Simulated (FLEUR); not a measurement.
# CdTe under changes of volume

One of the cells (32.922 Å³/atom); the others are scaled copies at fixed shape and fractional positions:

```
CELL_PARAMETERS angstrom
0.00000 3.20500 3.20500
3.20500 0.00000 3.20500
3.20500 3.20500 0.00000
ATOMIC_POSITIONS crystal
Te 0.75000 0.75000 0.75000
Cd 0.00000 0.00000 0.00000
```

| Property | Result |
| --- | --- |
| Program | FLEUR MaX-R8.1 (patched build s14) |
| Functional | PBEsol |
| Potentials or basis | all-electron |
| Basis | FLAPW |
| Kmax | 3.8 1/bohr |
| k mesh | 7 × 7 × 7 |
| Occupations | fermi-dirac, width 0.05 eV |
| Spin | no spin polarisation |

```csv
volume (Å³/atom),energy over the lowest point (meV/atom),gap on the mesh (eV)
30.947,?,?
31.605,28.48,0.88
32.922,6.08,0.75
34.239,0.00,0.64
34.897,2.54,0.58
```

Question: What does the run at 30.947 Å³/atom give?

Answer: Energy over the lowest point 46.05 meV/atom; gap on the mesh 0.94 eV.

Worked out: A Birch-Murnaghan fit of order 2 (a polynomial in V^(-2/3)) to the other rows has its minimum at 34.11 Å³/atom with B0 = V·E''(V) = 44 GPa. It gives 47.06 meV/atom at 30.947 Å³/atom, against the run's 46.05. A straight line through the other rows of the gap, of slope -3 eV per unit of ln V (its deformation potential), extrapolates to 0.94 eV, against the run's 0.94.

Energies are extrapolated to zero smearing.

Caveats: the plane-wave cutoff is short for the semicore states, which can make moduli rough; spin-orbit coupling is left out, which moves the levels of the heavy elements.
